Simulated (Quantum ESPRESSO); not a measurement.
## TiNi: equation of state with LDA

TiNi:

```
CELL_PARAMETERS angstrom
2.98807 0.00000 0.00000
0.00000 2.98807 0.00000
0.00000 0.00000 2.98807
ATOMIC_POSITIONS crystal
Ni 0.00000 0.00000 0.00000
Ti 0.50000 0.50000 0.50000
```

The cell comes from a database or a generator and needn't be the stable form of this composition.

```yaml
Program: Quantum ESPRESSO 7.5
Task: equation of state
Functional: LDA
Potentials_or_basis: GBRV 1.5 LDA
Cutoff: 612 eV
Density_cutoff: 4898 eV
k_mesh: 9 × 9 × 9
Occupations: fermi-dirac, width 0.05 eV
Spin: collinear spin, ferromagnetic start
Starting_moments: "[1.0, 1.0] μB"
```

```
Equilibrium volume                      : 12.68 Å³/atom
Bulk modulus                            : 189 GPa
Pressure derivative of the bulk modulus : 4.2
```

Energy against volume, from the lowest point:
```tsv
volume (Å³/atom)	energy (meV/atom)
12.539	0.32
12.806	0.00
13.073	5.99
13.340	17.63
13.606	34.36
13.873	55.65
14.140	81.01
```

All runs of the series together: 2.7 min on 2 threads of Arm Neoverse V2 (shared host).
